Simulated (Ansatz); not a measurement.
Input and command of a calculation in Ansatz (plane waves; scalar-relativistic PAW potentials unless the input names others):

```yaml
crystal:
  lattice:
    - [2.8655108743, 0.0, 0.0]
    - [-1.4327554371, 2.481605212, 0.0]
    - [0.0, 0.0, 4.625484056]
  atoms:
    - { symbol: Re, position: [0.3333333333, 0.6666666667, 0.25] }
    - { symbol: Re, position: [0.6666666667, 0.3333333333, 0.75] }
basis:
  ecutwfc: 420
kpoints:
  mp_grid: { grid: [18, 18, 10] }
hamiltonian:
  xc: pbe
  hubbard: { sites: [{ species: Re, l: d, u_eff: 5.0 }], double_counting: fll }
scf:
  occupations: { method: gaussian, width: 0.1 }
  initial_density: { chi_scale: 0.0 }
output:
  forces: true
  eigenvalues: true
  stress: true
```

```bash
ansatz run input.yaml --threads 1 --pin off --max-ram 2560MiB --backend cpu --events-out ev --progress --plain --runs-dir out
```

Abridged log:
```
Re: projections on atomic orbitals take those of the free atom [Kr 4d10 4f14] 5s2 5p6 5d5 6s2, of charge +0.00 (hamiltonian.pseudopotentials.projection_atoms); the dataset's partial waves leave at most 7.1e-5 of an orbital's norm unspanned inside its sphere
Pseudopotentials: kind: paw
Pseudopotential: Re, paw, valence charge 15, recommended cutoff 420 eV (normal)
Functional definition: PBE
Crystal: 2 atoms, lattice volume = 32.892 Å³
Basis set: ecut = 420 eV, 639 PW (Γ), exchange–correlation on 40×40×64 points (8 copies of the dense FFT grid, shifted against one another)
Bands: 19, of which v1, the nominal top of the filled ones, is band 15 counted from 1 (14 counted from 0)
Symmetry: 24 space group operations
Space group: P63/mmc (ITA 194), of the structure as read, at distance tolerance 3.2e-5 Å
k-points: 222 of 3240
Initial density: superposition of atomic densities (chi_scale 0, normalization cell)
Initial wavefunctions: pseudopotential atomic-orbital guess
Functional: x = pbe(κ = 0.804, μ = 0.21951497), c = pbe(β = 0.06672455)
SCF iter   1: F=—  HF=-21723.819098 eV  |F-HF|=—  |Δ(HF+E_count)|=         —  Δρ=6.14e-2  dr2=1.28e0  ethr=3.10e-3  ⟨swp⟩=4.9  Hψ=16909  notcnv=0
SCF iter   2: F=—  HF=-21723.772145 eV  |F-HF|=—  |Δ(HF+E_count)|=   4.70e-2  Δρ=3.14e-2  dr2=3.16e-1  ethr=3.10e-3  ⟨swp⟩=2.2  Hψ=7045  notcnv=0  defer=9
SCF iter   3: F=—  HF=-21723.808000 eV  |F-HF|=—  |Δ(HF+E_count)|=   3.59e-2  Δρ=2.10e-3  dr2=5.89e-4  ethr=1.05e-3  ⟨swp⟩=2.1  Hψ=6766  notcnv=0  defer=9
SCF iter   4: F=—  HF=-21723.809185 eV  |F-HF|=—  |Δ(HF+E_count)|=   1.18e-3  Δρ=4.82e-4  dr2=2.60e-5  ethr=1.96e-6  ⟨swp⟩=2.5  Hψ=7792  notcnv=0  defer=9
SCF iter   5: F=—  HF=-21723.809289 eV  |F-HF|=—  |Δ(HF+E_count)|=   1.04e-4  Δρ=2.58e-4  dr2=8.27e-6  ethr=8.67e-8  ⟨swp⟩=2.0  Hψ=5799  notcnv=0  defer=9
SCF iter   6: F=—  HF=-21723.809329 eV  |F-HF|=—  |Δ(HF+E_count)|=   4.01e-5  Δρ=8.30e-5  dr2=1.58e-6  ethr=2.76e-8  ⟨swp⟩=2.2  Hψ=7290  notcnv=0  defer=9
SCF iter   7: F=-21723.809330 eV  HF=-21723.809330 eV  |F-HF|=6.93e-9  |Δ(HF+E_count)|=   5.18e-7  Δρ=7.43e-6  dr2=5.67e-9  ethr=3.33e-10  ⟨swp⟩=3.1  Hψ=17574  notcnv=0
the search or the solves at the SCF's close seem to have found levels that the self-consistency loop had missed (the run counts 1). By its estimate they hold under 1e-12 electrons; where the run keeps them, the occupations were computed again with them
SCF 1 converged in 7 iterations: F = -21723.809330 eV  dr2 = 5.67e-9
SCF converged after 7 iterations
Free energy (F): -21723.809330 eV
Harris-Foulkes:  -21723.809330 eV  (|F-HF|=6.93e-9)
Internal energy: -21723.799458 eV  (E = F + TS)
E sigma→0 (E₀):  -21723.804394 eV
Entropy (-TS):   -0.009872 eV (-4.936 meV/atom)
Fermi energy:    20.653056 eV
--- Forces (eV/Å), atoms counted from 1 ---
  atom   1  Re     0.00000000     0.00000000     0.00000000
  atom   2  Re     0.00000000     0.00000000     0.00000000
--- Stress (GPa, compression-positive) ---
      -30.490709       0.000000       0.000000
        0.000000     -30.490709       0.000000
        0.000000       0.000000     -29.297083
  P = ⅓ Tr σ = -30.0928 GPa (-300.928 kbar)
Occupation matrices written to <dir>
```

Apart from outputs, empty bands and the relaxation, which only the reference makes, the input differs from a reference run on usual settings in hamiltonian.hubbard: not typed → {"sites": [{"species": "Re", "l": "d", "u_eff": 5.0}], "double_counting": "fll"}; scf.initial_density.chi_scale: not typed → 0.0. The reference, at the same geometry, ended its own course with pressure -28.05 GPa, largest force 0.000 eV/Å, no gap on the mesh. This run converged in 7 SCF iterations with an energy at zero smearing 6.0 eV/atom above the reference's (the Hamiltonian itself differs), pressure -30.09 GPa, largest force 0.000 eV/Å, no gap on the mesh.

Time: 13 s on 1 thread of Arm Neoverse V1 (shared host), peak memory 0.44 GiB.